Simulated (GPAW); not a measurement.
# TaAs (I4_1md) in GPAW: single point with PBE

Aim: the single point of TaAs with PBE.

Program: GPAW 26.7.0. These are calculated values, not measurements. Logs are shortened: lines on timing, memory, paths and dates and some standing lists are left out, and cuts for length are marked. The log counts tension as positive stress, the text compression.

## (1) The undisturbed crystal

Symmetry: I4_1md, No. 109, tetragonal system. Conventional cell: a = 3.444 Å, b = 3.444 Å, c = 11.736 Å, α = 90.00°, β = 90.00°, γ = 90.00°. Ta (site symmetry 2mm) is surrounded by 6 As at 2.61 to 2.62 Å. Around As (site symmetry 2mm) lie 6 Ta at 2.61 to 2.62 Å.

The cell is a database's computed one.

## (2) Single point, PBE (atoms moved at random, drawn with an rms of 0.05 Å)

Contents of run.py:

```python
from ase import Atoms
from ase.dft.bandgap import bandgap
from ase.io import write
from ase.units import GPa
from ase.parallel import parprint
from gpaw import GPAW, PW

atoms = Atoms(['Ta', 'Ta', 'As', 'As'],
              cell=[[-1.7218133622, 1.7218133622, 5.8679415361],
                    [1.7218133622, -1.7218133622, 5.8679415361],
                    [1.7218133622, 1.7218133622, -5.8679415361]],
              scaled_positions=[[0.493628, 0.486428, -0.015519],
                                [0.241213, 0.749235, 0.494412],
                                [0.087309, 0.07299, -0.001321],
                                [0.82544, 0.322848, 0.487414]],
              pbc=True)

calc = GPAW(mode=PW(600),
            xc='PBE',
            kpts={'size': (11, 11, 11), 'gamma': True},
            occupations={'name': 'fermi-dirac', 'width': 0.05},
            nbands=34,
            convergence={'density': 1e-05, 'energy': 1e-05},
            maxiter=150,
            txt='gpaw.txt')
atoms.calc = calc
energy = atoms.get_potential_energy()
forces = atoms.get_forces()
stress = atoms.get_stress()
calc.write('gs.gpw')
write('result.traj', atoms)
parprint(f'Energy: {energy:.6f} eV')
parprint('Forces (eV/A):')
parprint(forces.round(4))
parprint('Stress (GPa):', (stress / GPa).round(3))
parprint('Fermi level:', round(calc.get_fermi_level(), 4), 'eV')
parprint(f'Gap: {bandgap(calc)[0]:.4f} eV, direct: {bandgap(calc, direct=True)[0]:.4f} eV')
```

Potentials or basis: GPAW PAW data sets (gpaw-data 1.2.1), pw.

Started as:

```
OMP_NUM_THREADS=1 mpirun -n 4 gpaw python run.py
```

gpaw.txt:

```text
__  _  _
 | _ |_)|_||  |
 |__||  | ||/\| - 26.7.0

Input parameters:
  mode=PW(ecut=600.0),
  convergence={'density': 1e-05, 'energy': 1e-05},
  kpts=MonkhorstPack(size=(11, 11, 11), gamma=True),
  maxiter=150,
  nbands=34,
  occupations=Occupations(name='fermi-dirac', width=0.05),
  xc=XC(name='PBE')

Diagonalizing LCAO Hamiltonian
Converting LCAO to pw mode

       Ta
        As

            Ta

       As

Atoms  # Å, Bohr magnetons
|   | symbol |         x |         y |        z |    initial magnetic moments |
|---|--------|-----------|-----------|----------|-----------------------------|
| 0 |     Ta | -0.039118 | -0.014324 | 5.841976 | ( 0.0000,  0.0000,  0.0000) |
| 1 |     Ta |  1.726004 | -0.023434 | 2.910710 | ( 0.0000,  0.0000,  0.0000) |
| 2 |     As | -0.026929 |  0.022380 | 0.948377 | ( 0.0000,  0.0000,  0.0000) |
| 3 |     As | -0.026134 |  1.704606 | 3.877970 | ( 0.0000,  0.0000,  0.0000) |

Unit cell  # Å
| periodic |         x |         y |         z |  lengths |     angles |
|----------|-----------|-----------|-----------|----------|------------|
|      yes | -1.721813 |  1.721813 |  5.867942 | 6.353111 | 148.550184 |
|      yes |  1.721813 | -1.721813 |  5.867942 | 6.353111 | 148.550184 |
|      yes |  1.721813 |  1.721813 | -5.867942 | 6.353111 |  45.073836 |

Number of symmetries: 1
Symmetry operations  # r_c * U_cc + t_c -> r_c
|   | kind |            matrix            |
|---|------|------------------------------|
| 0 |  E   |  1, 0, 0,  0, 1, 0,  0, 0, 1 |

BZ-sampling:
  Number of BZ points: 1331
  Number of IBZ points: 666

  Monkhorst-Pack size: [11, 11, 11]
  Monkhorst-Pack shift: [0, 0, 0]

K-points  # in reciprocal-cell coordinates
|     |                                coordinates |     weight |
|-----|--------------------------------------------|------------|
|   0 | (  0.00000000,   0.00000000,   0.00000000) | 0.00075131 |
|   1 | (  0.00000000,   0.00000000,   0.09090909) | 0.00150263 |
|   2 | (  0.00000000,   0.00000000,   0.18181818) | 0.00150263 |
|   3 | (  0.00000000,   0.00000000,   0.27272727) | 0.00150263 |
|   4 | (  0.00000000,   0.00000000,   0.36363636) | 0.00150263 |
|   5 | (  0.00000000,   0.00000000,   0.45454545) | 0.00150263 |
|   6 | (  0.00000000,   0.09090909,  -0.45454545) | 0.00150263 |
|   7 | (  0.00000000,   0.09090909,  -0.36363636) | 0.00150263 |
|   8 | (  0.00000000,   0.09090909,  -0.27272727) | 0.00150263 |
|   9 | (  0.00000000,   0.09090909,  -0.18181818) | 0.00150263 |
| ... |                                            |            |
| 665 | (  0.45454545,   0.45454545,   0.45454545) | 0.00150263 |

Plane wave coefficients: 2348
Cutoff: 600.0 eV

Spin-components: 1 (collinear spins)
Bands:           34
Projectors:      22
Spin-degeneracy: 2
Datatype:        complex128

Parallelization:
  kpt:    4
  domain: 1
  band:   1

Density:
  Valence electrons: 36.0
  Components: 1
  Grid points: [36 36 36]
  Charge: 0.0  # |e|

Potential:
  Grid points: [36 36 36]

species:
  Ta:
    name:    Tantalum
    Z:       73.0
    valence: 13
    core:    60
    charge:  0.0  # [|e|]
    compensation charges:
      type: gauss
      rc: 0.42  # [Å]
      lmax: 2
    cutoffs:
      filter: 2.36  # [Å]
      core: 3.45  # [Å]
    projectors
    | kind |    occ | energy [eV] | rcut [Å] |
    |------|--------|-------------|----------|
    |   5s |  2.000 |     -72.790 |    1.365 |
    |   6s |  2.000 |      -5.429 |    1.365 |
    |   5p |  6.000 |     -39.427 |    1.349 |
    |   6p |  0.000 |      -1.396 |    1.349 |
    |   5d |  3.000 |      -3.603 |    1.307 |
    |    d |        |      23.609 |    1.307 |

    Using partial waves for Ta as LCAO basis

  As:
    name:    Arsenic
    Z:       33.0
    valence: 5
    core:    28
    charge:  0.0  # [|e|]
    compensation charges:
      type: gauss
      rc: 0.33  # [Å]
      lmax: 2
    cutoffs:
      filter: 1.87  # [Å]
      core: 2.96  # [Å]
    projectors
    | kind |    occ | energy [eV] | rcut [Å] |
    |------|--------|-------------|----------|
    |   4s |  2.000 |     -14.487 |    1.058 |
    |   4p |  3.000 |      -5.196 |    1.058 |
    |    s |        |      12.725 |    1.058 |
    |    p |        |      22.016 |    1.058 |
    |    d |        |       0.000 |    1.058 |

    Using partial waves for As as LCAO basis

Reference energy: -971350.830002  # eV

eigensolver:
  PPCG
  Converge bands: occupied
  niter=2

density mixing:
  MSR1-Mixer
  Pratt-step length: 0.05
  Maximum mixing coefficient: 0.75
  Old densities: 10
  SVD Regularization: 0.005
  Good broyden scale: 1.0
  Trust region scale: 1.0
  Backstep threshold: 4.0
  History deletion threshold: 6.0
  Fourier metric: weight=20.0, sigma=0.015

occupation numbers:
  Fermi-Dirac:
    width: 0.0500  # eV

poisson solver:
  ecut: 4800.0  # eV

xc functional:
  name: PBE with 2 nearest neighbor stencil

convergence criteria:
- Maximum integral of absolute [dens]ity change: 1e-05 electrons / valence electron
- Maximum [total energy] change in last 3 cyles: 1e-05 eV / valence electron
- Maximum integral of absolute [eigenst]ate change: 4e-08 eV^2 / valence electron
maximum number of iterations: 150

SCF iterations
|iter     | |      energy | eigst |  dens |
|---------|-|-------------|-------|-------|
|iter:   1| |  -31.499540 | -0.01 |       |
|iter:   2| |  -31.432873 | -2.70 | -1.23 |
|iter:   3| |  -31.205266 | -1.70 | -1.26 |
|iter:   4| |  -31.218682 | -3.59 | -1.84 |
|iter:   5| |  -31.230931 | -3.56 | -2.16 |
|iter:   6| |  -31.222588 | -4.24 | -2.23 |
|iter:   7| |  -31.222566 | -5.15 | -2.97 |
|iter:   8| |  -31.222567c| -6.75 | -3.73 |
|iter:   9| |  -31.222567c| -7.39 | -4.17 |
|iter:  10| |  -31.222567c| -7.99c| -4.53 |
|iter:  11| |  -31.222567c| -8.68c| -5.13c|

Converged in 11 steps
Energy contributions relative to reference atoms: (reference = -971350.830002)

Energy contributions:
  Kinetic:          42.684808
  Coulomb:         -40.330477
  Zero:             -0.530838
  External:          0.000000
  Xc:              -33.043786
  Entropy:          -0.004546
  Spinorbit:         0.000000
  ----------------------------
  Free energy:     -31.224840
  Extrapolated:    -31.222567

dipole moment: (11.763579, 11.149996, -60.894105)  # |e|*Ang

Fermi level: 11.196
Eigenvalues  # (at kpt = [0.000, 0.000, 0.000])
| band index |      eig [eV] | occ [0-2] |
|------------|---------------|-----------|
|          0 |       -57.006 |     2.000 |
|        ... |               |           |
|         10 |         4.225 |     2.000 |
|         11 |         8.067 |     2.000 |
|         12 |         8.715 |     2.000 |
|         13 |         8.728 |     2.000 |
|         14 |         8.855 |     2.000 |
|         15 |         9.232 |     2.000 |
|         16 |         9.575 |     2.000 |
|         17 |         9.599 |     2.000 |
|         18 |        12.125 |     0.000 |
|         19 |        12.791 |     0.000 |
|         20 |        13.515 |     0.000 |
|         21 |        14.236 |     0.000 |
|         22 |        14.311 |     0.000 |
|         23 |        14.605 |     0.000 |
|         24 |        15.276 |     0.000 |
|         25 |        15.280 |     0.000 |
|        ... |               |           |
|         33 |        23.286 |     0.000 |

No gap
No difference between direct/indirect transitions

Forces  # eV/Ang
|        x |        y |        z |
|----------|----------|----------|
|  0.20269 |  0.30171 |  0.03846 |  # Ta   0
| -0.52255 |  0.10016 |  0.01114 |  # Ta   1
|  0.04836 | -0.39233 | -0.06220 |  # As   2
|  0.27149 | -0.00955 |  0.01252 |  # As   3

Stress tensor  # eV/Ang^3
|         x |         y |         z |
|-----------|-----------|-----------|
| -0.019929 | -0.000180 |  0.003762 |
| -0.000180 | -0.019796 |  0.005490 |
|  0.003762 |  0.005490 | -0.012902 |

# Writing to gs.gpw (mode='')
```

It took 8.8 min on 4 MPI ranks of Arm Neoverse V2, shared host; peak memory 0.52 GiB.

What came out:

```yaml
Free_energy: -31.2248 eV
Pressure: 2.8 GPa
Largest_force: 0.532 eV/Å
Band_gap_on_the_k_mesh: none (metal or under the smearing width)
```

Forces in eV/Å, atoms in the order of the input:
```
Ta   0.203  0.302  0.038
Ta  -0.523  0.100  0.011
As   0.048 -0.392 -0.062
As   0.271 -0.010  0.013
```

Caveat: the program warned that so skewed a cell can give wrong results. Spin-orbit coupling is left out, which matters for the levels of Ta.
